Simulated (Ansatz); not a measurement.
This is a one-shot G0W0 calculation with the plane-wave code Ansatz on a 2-atom cell of Si (Fd-3m) from a materials database; the level of theory is G0W0@HSE06 with 151 empty bands, a screening cutoff of 140 eV and a 4×4×4 mesh. The cell was relaxed beforehand with r2SCAN.

input.yaml:
```yaml
crystal:
  lattice:
    - [0.0, 2.7221197378, 2.7221197378]
    - [2.7221197378, 0.0, 2.7221197378]
    - [2.7221197378, 2.7221197378, 0.0]
  atoms:
    - { symbol: Si, position: [0.25, 0.25, 0.25] }
    - { symbol: Si, position: [0.0, 0.0, 0.0] }
kpoints:
  mp_grid: { grid: [4, 4, 4] }
hamiltonian:
  xc: hse06
scf:
  occupations: { method: fixed }
gw:
  n_empty_bands: 151
  ecut_chi: 140
  qp_bands: [v2, c2]
  qp_kpoints: band_edges
  screening: { model: contour_deformation }
```

Command: `ansatz run input.yaml --threads 4 --pin off --max-ram 5529MiB --backend cpu --events-out ev --progress --plain --runs-dir out`.

Q: It took 13 s on 4 threads of Intel(R) Xeon(R) 6975P-C (Granite Rapids), on a shared host, load about 0.5 per core. What peak of host memory did it reach?

A: About 0.53 GiB.

The output, standing remarks left out:
```
Pseudopotential: Si, paw, valence charge 4, recommended cutoff 420 eV (normal)
Functional definition: HSE06
Crystal: 2 atoms, lattice volume = 40.341 Å³
Basis set: ecut = 420 eV, 749 PW (Γ)
Bands: 8, of which v1, the nominal top of the filled ones, is band 4 counted from 1 (3 counted from 0)
Symmetry: 48 space group operations
Space group: Fd-3m (ITA 227)
k-points: 8 of 64
Exchange kernel: α = 0.2500, screened, ω = 0.2079 Å⁻¹, Wigner–Seitz truncation, v(0) = 1020.9122 eV·Å³, q-mesh 4×4×4
preconditioner: auto → none  [insulator: Δε(μ)=1.284 eV  ℏωp=16.5 eV]
hybrid outer 1: dexx = +2.891e-3 eV, tail = 4.13e-6 eV
hybrid outer 2: dexx = +2.101e-8 eV, tail = 1.72e-8 eV, Δε = 7.83e-4 eV
hybrid SCF converged: 2 outer / 7 inner (+3 warm-up)
Free energy (F): -1272.417801 eV
Fermi energy:    5.821555 eV
--- Per-component energies (eV) ---
  E_band       = 2.426089
  E_kinetic    = 81.294458
  E_local      = -54.652348
  E_nonlocal   = 50.488199
  E_hartree    = 15.318782
  E_xc         = -89.965302
  E_vxc        = -76.362189
  E_exx        = -11.205040
  E_paw        = -1035.614860
  E_vpaw       = -6.569320
  E_ewald      = -227.963468
  E_core_change = -0.118233
--- G₀W₀: contour deformation, 7 samples at zero and on the imaginary axis and 2 off it, 64 q-points, 151 empty bands' worth ---
    ik  band        ε_KS         Σx   Σc(E_QP)       V_xc       Z   E_QP_lin       E_QP  E_QP is
     0     3      5.8216   -14.9464     1.0936   -13.5903  0.7848     5.5585     5.5590  root
     0     4      5.8216   -14.9464     1.0936   -13.5903  0.7848     5.5585     5.5590  root
     0     5      9.1565    -6.8000    -4.2440   -10.9429  0.7811     9.0555     9.0554  root
     0     6      9.1565    -6.8000    -4.2440   -10.9429  0.7811     9.0555     9.0554  root
     1     3      5.0158   -14.8677     1.2669   -13.3667  0.7804     4.7812     4.7817  root
     1     4      5.0158   -14.8677     1.2669   -13.3667  0.7804     4.7812     4.7817  root
     1     5      8.5953    -7.5321    -4.2107   -11.6235  0.7868     8.4762     8.4761  root
     1     6     10.1534    -6.4845    -4.4871   -10.8288  0.7752    10.0108    10.0106  root
     2     3      4.5195   -15.0900     1.4771   -13.3946  0.7762     4.3007     4.3011  root
     2     4      4.5195   -15.0900     1.4771   -13.3946  0.7762     4.3007     4.3011  root
     2     5      8.0745    -7.7157    -4.1066   -11.7074  0.7904     7.9597     7.9596  root
     2     6      9.9687    -5.7451    -4.4576   -10.0564  0.7788     9.8225     9.8222  root
     3     3      3.7917   -14.7322     1.6094   -12.9292  0.7711     3.5978     3.5982  root
     3     4      3.7917   -14.7322     1.6094   -12.9292  0.7711     3.5978     3.5982  root
     3     5      7.5985    -6.3536    -3.9135   -10.1318  0.7944     7.4633     7.4631  root
     3     6      9.7259    -5.2788    -4.4429    -9.5240  0.7841     9.5287     9.5281  root
     6     3      2.7120   -15.0434     2.0402   -12.8555  0.7567     2.5640     2.5643  root
     6     4      2.7120   -15.0434     2.0402   -12.8555  0.7567     2.5640     2.5643  root
     6     5      7.1488    -5.7862    -3.8696    -9.5003  0.7991     6.9935     6.9933  root
     6     6      7.1488    -5.7862    -3.8696    -9.5003  0.7991     6.9935     6.9933  root
     7     3      1.6810   -14.2884     2.1617   -12.0193  0.7517     1.5737     1.5736  root
     7     4      1.6810   -14.2884     2.1617   -12.0193  0.7517     1.5737     1.5736  root
     7     5     10.8728    -5.6453    -4.5118    -9.8887  0.7904    10.6036    10.6044  root
     7     6     10.8728    -5.6453    -4.5118    -9.8887  0.7904    10.6036    10.6044  root
```

The points are ik 0 = (0, 0, 0) (Γ), ik 1 = (0, 0, 1/4), ik 2 = (0, 0, -1/2), ik 3 = (0, 1/4, 1/4), ik 6 = (0, -1/2, -1/2), ik 7 = (1/4, -1/2, -1/4); band 4 is the last filled one.

The quasiparticle gap on this mesh is 1.43 eV (Γ to k = (0, -1/2, -1/2)), against 1.33 eV from HSE06: +0.10 eV. Renormalisation factors Z lie between 0.75 and 0.80. G0W0 values are finite-basis, finite-mesh values.

(Simulation; spin polarisation is off.)
